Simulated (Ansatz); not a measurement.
# Formation energy and levels of the substitutional impurity Sr_Al in AlN (P6_3mc), part 2 of 2

Aim: at which Fermi levels does Sr_Al in AlN (P6_3mc) change its charge? The model is a cell of 72 host atoms with 1 Al taken out and 1 Sr put in.

Ansatz; place-levels on r2SCAN runs: charge-transition levels and formation energies with image-charge correction and potential alignment at the atomic sites; PAW set soft_1.

So far: The starting structure; The runs of each charge state.

### Step 3. Levels against the band edges, r2SCAN

A charged cell interacts with its images and the background, and its potential has another zero than the host's. place-levels removes the first by a point-charge model, screened by the static dielectric constant since the ions have relaxed around the charge, and the second by comparing potentials at atoms far from the defect.

The host is a run of the defect-free crystal in the same cutoffs, grids and k-points, so that basis and sampling errors cancel in part in the differences. The host is run in a cell of 8 atoms on a matching mesh. Its band edges are searched through the zone by a band path, so the gap is smaller than, or equal to, that on the mesh. Chemical potentials are energies per atom of Al (fcc) and Sr (fcc), run with the same functional and cutoff.

Contents of levels.point.yaml:

```yaml
host:
  run: host.point.run
states: [qm1.point.run, q0_M1.point.run, qp1.point.run, qp1_M2.point.run]
geometry_from:
  qm1.point.run: qm1.relax.run
  q0_M1.point.run: q0_M1.relax.run
  qp1.point.run: qp1.relax.run
  qp1_M2.point.run: qp1_M2.relax.run
  host.point.run: host.relax.run
chemical_potentials:
  Al:
    energy: -540.418346
    dataset: <sha256 of the dataset>
  Sr:
    energy: -3555.131429
    dataset: "<sha256 of the dataset>"
epsilon: [4.49, 4.49, 4.72]
static_epsilon: [8.15, 8.15, 9.65]
vertical:
  - { from: qm1.point.run, to: qm1.point_neutral.run }
  - { from: qp1.point.run, to: qp1.point_neutral.run }
  - { from: qp1_M2.point.run, to: qp1_M2.point_neutral.run }
```

Run with:

```bash
ansatz place-levels levels.point.yaml -- --threads 4 --pin off --max-ram 7536MiB
```

Log:

```text
[... repeated set-up lines and file paths are left out, and long positions are rounded to six places ...]
(+1/0) 0.427 eV above the valence edge, 4.450 eV under the conduction edge
(0/-1) 1.102 eV above the valence edge, 3.776 eV under the conduction edge
formation energy of charge +1: +5.920 eV with the Fermi level at the valence edge
formation energy of charge 0: +6.347 eV with the Fermi level at the valence edge
formation energy of charge -1: +7.449 eV with the Fermi level at the valence edge
vertical -1 to 0: no energy, since no alignment is typed
  the change from vertical[0].from (qm1.point.run) to vertical[0].to (qm1.point_neutral.run): by its potential at epsilon [4.49, 4.49, 4.72] it stands at 0.499 0.503 0.443, with an rms radius of about 2.4 Å (1.5 1.5 1.1 Å across the planes of the cell's [...]
vertical +1 to 0: no energy, since no alignment is typed
  the change from vertical[1].from (qp1.point.run) to vertical[1].to (qp1.point_neutral.run): by its potential at epsilon [4.49, 4.49, 4.72] it stands at 0.481 0.529 0.446, with an rms radius of about 2.9 Å (1.9 1.9 1.0 Å across the planes of the cell's [...]
vertical +1 to 0: no energy, since no alignment is typed
  the change from vertical[2].from (qp1_M2.point.run) to vertical[2].to (qp1_M2.point_neutral.run): by its potential at epsilon [4.49, 4.49, 4.72] it stands at 0.508 0.493 0.433, with an rms radius of about 2.4 Å (1.7 1.7 0.0 Å across the planes of the cell's [...]
  edges by r2scan, gap 4.878 eV; the host is sampled to repeats of 18.64 Å
  the defect's cells are sampled to repeats of 18.64 Å, like sampling
  charge +1: -36441.2236 eV with its correction of +0.476 eV, at epsilon [8.15, 8.15, 9.65], aligned at sites: +0.2127 eV, mean over 33 atomic sites at or beyond 4.66 Å from the host's site at [0.4444, 0.5556, 0.4997] by the defect at [0.4444, 0.5556, [...]
  charge 0: +0.000 eV for its dipole among its images, +0.000 omitted
  charge -1: -36425.8582 eV with its correction of -0.009 eV, at epsilon [8.15, 8.15, 9.65], aligned at sites: +0.2718 eV, mean over 33 atomic sites at or beyond 4.66 Å from the host's site at [0.4444, 0.5556, 0.4997] by the defect at [0.4444, 0.5556, [...]
  charge +1: states[2] (qp1.point.run) stands 0.492 eV higher, with a moment of 0.00 μB against 2.00
  states[2] (qp1.point.run): levels filled in part (TS 0.013 eV): its energy is of no whole electron's
  of states[3] (qp1_M2.point.run): it parts from the run at its places by a charge that spreads by about 1.7 Å along one vector (1.4 Å or more is wide), by its potential at epsilon [4.49, 4.49, 4.72], taken for that of held ions (one typed too small widens [...]
  of states[1] (q0_M1.point.run): its displacements don't fall off away from the defect: farther atoms stand 0.022 Å off the host's places. [...]
  of states[0] (qm1.point.run): it parts from the run at its places by a charge that spreads by about 1.5 Å along one vector (1.4 Å or more is wide), by its potential at epsilon [4.49, 4.49, 4.72], taken for that of held ions (one typed too small widens it), [...]
  of states[2] (qp1.point.run): it parts from the run at its places by a charge that spreads by about 1.9 Å along one vector (1.4 Å or more is wide), by its potential at epsilon [4.49, 4.49, 4.72], taken for that of held ions (one typed too small widens it), [...]
  of vertical[0].from (qm1.point.run): its displacements don't fall off away from the defect: farther atoms stand 0.026 Å off the host's places. [...]
  vertical[0].to (qm1.point_neutral.run): levels filled in part (TS 0.008 eV): its energy is of no whole electron's
  of vertical[0].to (qm1.point_neutral.run): its displacements don't fall off away from the defect: farther atoms stand 0.026 Å off the host's places. [...]
  vertical[1].from (qp1.point.run): levels filled in part (TS 0.013 eV): its energy is of no whole electron's
  of vertical[1].from (qp1.point.run): its displacements don't fall off away from the defect: farther atoms stand 0.022 Å off the host's places. [...]
  of vertical[1].to (qp1.point_neutral.run): its displacements don't fall off away from the defect: farther atoms stand 0.022 Å off the host's places. [...]
  of vertical[2].from (qp1_M2.point.run): its displacements don't fall off away from the defect: farther atoms stand 0.023 Å off the host's places. [...]
  of vertical[2].to (qp1_M2.point_neutral.run): its displacements don't fall off away from the defect: farther atoms stand 0.023 Å off the host's places. [...]
```

Run time: 0.54 s. Hardware: 4 threads of Arm Neoverse V1, shared host.

Levels between the charges placed, in eV above the valence top:

```
        gap (eV)  (+1/0)  (0/−1)
r2SCAN      4.88    0.43    1.10
```

Corrections by state:

```
charge  moment (μB)  image terms and alignment (eV)  band filling (eV)                               ε used  over the lowest of its charge, as the program ranks them, band filling apart (eV)
    +1          2.0                           0.476                  -  principal values (8.15, 8.15, 9.65)                                                                              0.000
     0          1.0                           0.000                  -                                    -                                                                              0.000
    −1          0.0                          -0.009                  -  principal values (8.15, 8.15, 9.65)                                                                              0.000
    +1          0.0                           0.460                  -  principal values (8.15, 8.15, 9.65)                                                                              0.492
```

The charged structures listed were also run neutral, and place-levels reads from each pair, by the potential or the spins, how wide the charge is by which they differ; that can be the carrier of either run.

```csv
charge,rms radius (Å),spread where it is widest against the cell (Å),wide from (Å),reading
+1,2.4,1.70,1.40,wide
−1,2.4,1.51,1.40,wide
```

The neutral runs of these pairs need not share the spin of the lowest neutral state, and very wide values only mean spread over the cell.

From the program's caveats on the states, each cut to its opening words:

- charge +1 (2 μB): it parts from the run at its places by a charge that spreads by about 1.7 Å along one vector (1.4 Å or more is wide), by its potential at epsilon [4.49, 4.49, [...]
- charge +1 (2 μB): its alignment with the host at atomic sites is doubtful: the mean over the far sites moves by -0.1008 eV from their farther parts to their nearer, more than [...]
- charge +1 (2 μB): its displacements don't fall off away from the defect: farther atoms stand 0.023 Å off the host's places
- charge +1 (2 μB), 0 (1 μB): flagged: stability check not made
- charge 0 (1 μB), +1: its displacements don't fall off away from the defect: farther atoms stand 0.022 Å off the host's places
- charge −1: it parts from the run at its places by a charge that spreads by about 1.5 Å along one vector (1.4 Å or more is wide), by its potential at epsilon [4.49, 4.49, [...]
- charge −1: its displacements don't fall off away from the defect: farther atoms stand 0.026 Å off the host's places
- charge +1: it parts from the run at its places by a charge that spreads by about 1.9 Å along one vector (1.4 Å or more is wide), by its potential at epsilon [4.49, 4.49, [...]
- charge +1: its alignment with the host at atomic sites is doubtful: the mean over the far sites moves by -0.0982 eV from their farther parts to their nearer, more than [...]

Chemical potentials of the elements' reference phases, run alike. Formation energies (elemental references), with the Fermi level at the valence top and at the conduction bottom (gap 4.88 eV):

```csv
charge,at valence top (eV),at conduction bottom (eV),correction included (eV)
+1,5.92,10.80,0.48
0,6.35,6.35,0.00
−1,7.45,2.57,-0.01
```

Fermi level (eV), lowest formation energy (eV) and a bar from the least value:
```
     0.00       5.92 ###########################
     0.44       6.35 ##############################
     0.89       6.35 ##############################
     1.33       6.12 ############################
     1.77       5.68 #########################
     2.22       5.23 #####################
     2.66       4.79 ##################
     3.11       4.34 ##############
     3.55       3.90 ###########
     3.99       3.46 #######
     4.43       3.01 ####
     4.88       2.57
```

### Step 4. The same at the relaxations' own k-points

The relaxations' own energies give the levels at their sampling, for comparison.

Contents of levels.relax_mesh.yaml:

```yaml
host:
  run: host.relax.run
states: [qm1.relax.run, q0_M1.relax.run, qp1.relax.run, qp1_M2.relax.run]
chemical_potentials:
  Al:
    energy: -540.418346
    dataset: <sha256 of the dataset>
  Sr:
    energy: -3555.131429
    dataset: "<sha256 of the dataset>"
```

Run with:

```bash
ansatz place-levels levels.relax_mesh.yaml -- --threads 4 --pin off --max-ram 7536MiB
```

Log:

```text
(+1/0) 0.403 eV above the valence edge, 4.483 eV under the conduction edge
(0/-1) 1.159 eV above the valence edge, 3.727 eV under the conduction edge
formation energy of charge +1: +6.030 eV with the Fermi level at the valence edge
formation energy of charge 0: +6.433 eV with the Fermi level at the valence edge
formation energy of charge -1: +7.592 eV with the Fermi level at the valence edge
  edges by r2scan, gap 4.886 eV; the host is sampled to repeats of 13.64 Å
[... the lines on each state left out ...]
```

Wall time 0.16 s (4 threads).

Levels between neighbouring charges, in eV above the valence top:

```
                        gap (eV)  (+1/0)  (0/−1)
one point at (¼, ¼, ¼)      4.89    0.40    1.16
  a 2×2×2 shifted mesh      4.88    0.43    1.10
```

Going from one point at (¼, ¼, ¼) to a 2×2×2 shifted mesh moves the levels that carry no band-filling term by up to 0.06 eV and formation energies against the elements by up to 0.14 eV.

### Step 5. What came out

- gap of the host: 4.88 eV (r2SCAN)
- level (plus 1/0): 0.43 eV above the valence top
- level (0/minus 1): 1.10 eV above the valence top
- lowest of the charges placed, just above the valence top (0.02 eV): +1
- lowest of the charges placed, just below the conduction bottom (0.02 eV): −1
- lowest formation energy at mid-gap of the charges run, elemental references: 5.01 eV

What this shows: Of the charges placed (−1, 0 and +1), the lowest changes at 0.43 eV (+1/0) and 1.10 eV (0/−1) above the valence top, in a gap of 4.88 eV. (+1/0) lies nearer to a band edge than the share of the finite-size correction in it (0.48 eV), and that correction holds for a localised charge alone. Charges above +1 and below −1 were not placed, so these runs say nothing of levels that involve them. States placed: +1 at 2 μB and 0 μB; 0 at 1 μB; −1 at 0 μB. Other spin states or structures, where not listed, weren't placed. Sr is taken at its element; compounds, which aren't counted here, bound the chemical potentials and would shift these formation energies. Going from one point at (¼, ¼, ¼) to a 2×2×2 shifted mesh moves the levels that carry no band-filling term by up to 0.06 eV and formation energies against the elements by up to 0.14 eV. The program doubts the alignment of potentials for at least one state, a sign that the cell is small. Keep in mind: r2SCAN makes the gap too small and tends to spread out bound carriers; where a gas molecule sets a chemical potential or the host's formation energy, its binding is uncorrected; force components of up to 0.27 eV/Å remain in a run at the final settings.

[Logs are printed without paths, hosts, clocks, repeated set-up lines and the standing remarks that a program may print on its own settings, such as how far it seeks lower states.]

[Hosts, paths, dates, database ids (printed as entryN), source tags and the programs' standing remarks are cut or masked in the printed files.]

[Where a table of states has a column of steps, it counts the stored structures, which are thinned; the runs took as many ionic steps or more.]

[A defect's name tells the site on which it was built; relaxed atoms can leave that site.]

[For some hosts the program warned that the k-mesh of the response run may be too coarse for force constants and the static dielectric constant; such warnings are not shown here.]
